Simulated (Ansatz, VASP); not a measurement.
## One calculation of P, two programs

File INCAR:

```
PREC     = Accurate       # precision mode
ENCUT    = 520            # plane-wave cutoff, eV
EDIFF    = 1E-7           # SCF threshold, eV
ISMEAR   = -1             # smearing method
SIGMA    = 0.1            # smearing width, eV
LREAL    = F              # projectors in reciprocal space
LASPH    = T              # aspherical terms in the spheres
NELM     = 100            # most SCF steps
ALGO     = Normal         # electronic algorithm
ISIF     = 2              # what is computed and relaxed
LWAVE    = F              # write WAVECAR
LCHARG   = T              # write CHGCAR
GGA      = RP             # functional
LELF     = T              # ELF
LVHAR    = T            
NBANDS   = 8              # bands
```

KPOINTS

```
Automatic mesh
0
Gamma
  16 16 16
```

The input POSCAR:

```
P
1.0
    0.0000000000      1.9209518507      1.9209518507
    1.9209518507      0.0000000000      1.9209518507
    1.9209518507      1.9209518507      0.0000000000
P
1
Direct
    0.0000000000      0.0000000000      0.0000000000
```

Input for Ansatz:

```yaml
crystal:
  lattice:
    - [0.0, 1.9209518507, 1.9209518507]
    - [1.9209518507, 0.0, 1.9209518507]
    - [1.9209518507, 1.9209518507, 0.0]
  atoms:
    - { symbol: P, position: [0.0, 0.0, 0.0] }
hamiltonian:
  xc: rpbe
  pseudopotentials:
    kind: paw
    azcp:
      P: "pseudopotentials/P.paw.azcp"
basis:
  ecutwfc: 420
  fft_grid_basis: typed
kpoints:
  mp_grid: { grid: [16, 16, 16], shift: [0, 0, 0] }
magnetization:
  spin_polarized: false
scf:
  occupations: { method: fermi_dirac, width: 0.1 }
  lower_state_search: "off"
output:
  stress: true
```

Alike in both runs: task single point; functional RPBE; k mesh 16 × 16 × 16; occupations fermi-dirac, width 0.1 eV; no spin polarisation.

|  | VASP | Ansatz |
| --- | --- | --- |
| version | VASP 6.6.1 | Ansatz 0.2.0 |
| potentials or method | VASP PAW PBE potentials, release 64 (P) | plane waves (420 eV) with PAW, scalar-relativistic |
| plane-wave cutoff (eV) | 520 | 420 |
| valence electrons in the cell | 5 | 5 |

Ansatz gave:

```
pressure (GPa) : 4.4
```

Problem. What did VASP give for the same quantities?

Solution. Pressure (GPa): 3.8.

Caveats: the PAW data sets were made with another functional, which shifts forces and pressure a little (VASP).
